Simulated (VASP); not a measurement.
The system is MnO.

```
CELL_PARAMETERS angstrom
0.00000 2.43651 2.43651
2.43651 0.00000 2.43651
2.43651 2.43651 0.00000
ATOMIC_POSITIONS crystal
Mn 0.00000 0.00000 0.00000
O 0.25000 0.25000 0.25000
```

Measurements of this composition are mostly on another form, of space group No. 225.

Base run:

* Program: VASP 6.6.1
* Functional: PBE
* Potentials or basis: VASP PAW PBE potentials, release 64 (Mn_pv, O)
* Cutoff: 520 eV
* k mesh: 7 × 7 × 7
* Occupations: gaussian, width 0.05 eV
* Spin: collinear spin, ferromagnetic start
* Starting moments: [4.0, 0.0] μB
* Fixed moment: 2 μB
* Hubbard terms: Mn d U = 7 eV

Its results: pressure -20.0 GPa; site moments Mn +2.40; O -0.26 μB.

Task: The run is repeated on the same cell with these changes: hubbard terms from Mn d U = 7 eV to Mn d U = 2 eV. What comes out?

Result: Pressure -23.9 GPa; site moments Mn +2.15; O -0.12 μB.

Caveats: the moment is held away from its start; the total moment is fixed, so each spin has its own Fermi level; a cell with one magnetic atom can't hold antiferromagnetic order, which such compounds often take.
